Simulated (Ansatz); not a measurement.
Li₂Se

Computed with Ansatz (plane waves, PAW, 420 eV cutoff): PBEsol, scalar-relativistic, no spin polarisation, Γ-centred 10×10×10 mesh; PAW files: Ansatz's generated set soft_2.

```
Li Se
1.0
     0.00000    2.97303    2.97303
     2.97303    0.00000    2.97303
     2.97303    2.97303    0.00000
Li Se
2 1
Cartesian
  1.4865 1.4865 1.4865
  4.4595 4.4595 4.4595
  0.0000 0.0000 0.0000
```

The chain of runs began from a cell as deposited in COD, expanded in volume.

Problem. What is the static dielectric tensor, the lattice's part included?

Solution. 7.87 (isotropic)

Problem. Where do the optical modes lie for q → 0 along (0.00, 1.00, 0.00), with the long-range field?

Solution. 286 (×2), 351 (×3), 381 cm⁻¹.

Problem. Sketch the imaginary part of the dielectric function for independent particles (no excitons, no local fields), averaged over directions.

Solution. On a grid of 0.25 eV up to 12 eV it peaks at 6.50 eV with ε2 = 14.1; the gap on the mesh is 2.82 eV, and the smallest direct one, where absorption can begin, 3.36 eV.
(ħω (eV), ε2): (0.00, 0.00), (0.50, 0.00), (1.00, 0.00), (1.50, 0.00), (2.00, 0.00), (2.50, 0.00), (3.00, 0.00), (3.50, 0.43), (4.00, 1.07), (4.50, 3.43), (5.00, 7.44), (5.50, 8.79), (6.00, 12.66), (6.50, 14.10), (7.00, 7.60), (7.50, 5.21), (8.00, 4.59), (8.50, 3.82), (9.00, 2.66), (9.50, 2.18), (10.00, 1.74), (10.50, 1.36), (11.00, 1.06), (11.50, 0.74), (12.00, 0.67)

An ε∞ of 4.42 means a refractive index of √ε∞ = 2.10 below the gap, far above the lattice modes.

With one infrared-active mode the Lyddane–Sachs–Teller relation ties the modes to the static constant, ε0 = 7.87, which is built from the same mode and Born charges: ω_LO = ω_TO √(ε0/ε∞) = 285.8 × √(7.87/4.42) = 381 cm⁻¹, and the run has a mode at 381 cm⁻¹.

The mean Born charge of Li is 0.94 against a formal +1. The two nearly agree, as for rigid ions.

Semilocal functionals make the gap too small and so ε∞ somewhat too large.

The electrons and the lattice contribute almost equally to the static polarisability of Li₂Se. The lattice share comes from the two Li sublattices moving together against Se, a polar motion whose long-range field lifts the longitudinal mode from 286 to 381 cm⁻¹. In the threefold mode at 351 cm⁻¹ the Li sublattices move against each other with Se at rest. Their dipoles cancel by inversion symmetry, so the mode is Raman-active and the field leaves it unsplit. Light Li carries most of the motion in both cases, which keeps the frequencies high despite the heavy anion.

A Born charge of 0.94 fits strongly ionic bonding, but it is a dynamical quantity and doesn't measure the static charge on Li. Nor are the ions electronically rigid: an ε∞ of 4.42 points to a readily polarisable selenide ion, since Li⁺ has only a tight 1s shell. The absorption therefore probably starts from mainly Se 4p states. Zone-centre modes alone don't establish dynamical stability throughout the Brillouin zone.
